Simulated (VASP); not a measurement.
Wanted: the native input for a VASP 6.6.1 run.

```yaml
Task: core levels
Functional: r2SCAN
Potentials_or_basis: VASP PAW PBE potentials, release 64 (Pd)
Cutoff: 520 eV
k_mesh: 7 × 7 × 7
Occupations: methfessel-paxton, width 0.1 eV
Spin: no spin polarisation
Further_INCAR_settings: ALGO = Normal; EDIFF = 1e-06
```

The structure of Pd lies in POSCAR:

```
Pd
1.0
    0.0000000000      3.8930000000      3.8930000000
    3.8930000000      0.0000000000      3.8930000000
    3.8930000000      3.8930000000      0.0000000000
Pd
8
Direct
    0.0000000000      0.0000000000      0.0000000000
    0.0000000000      0.0000000000      0.5000000000
    0.0000000000      0.5000000000      0.0000000000
    0.0000000000      0.5000000000      0.5000000000
    0.5000000000      0.0000000000      0.0000000000
    0.5000000000      0.0000000000      0.5000000000
    0.5000000000      0.5000000000      0.0000000000
    0.5000000000      0.5000000000      0.5000000000
```

These files were run (other wordings do the same):

INCAR

```
SYSTEM = Pd
ALGO = Normal
EDIFF = 1E-6
ENCUT = 520
ICORELEVEL = 1
ISIF = 2
ISMEAR = 1
KPAR = 4
LASPH = .True.
LCHARG = .False.
LMIXTAU = .True.
LREAL = .False.
LWAVE = .False.
METAGGA = R2SCAN
NELM = 80
PREC = Accurate
SIGMA = 0.1
```

KPOINTS

```
k-points
0
Gamma
  7 7 7
  0 0 0
```

Potentials or basis: VASP PAW PBE potentials, release 64 (Pd).

Launch:

```bash
$ cat potpaw_PBE.64/Pd/POTCAR > POTCAR
$ mpirun -np 4 vasp_std > vasp.out
```

It gave:

```
Pressure               : 3.1 GPa
Band gap on the k mesh : none (metal or under the smearing width)
```

Caveat: the PAW data sets were made with another functional, which shifts forces and pressure a little.

Run time: 2.4 min on 4 MPI ranks on Intel(R) Xeon(R) Platinum 8488C (Sapphire Rapids) (shared host), peak memory 0.32 GiB a rank.
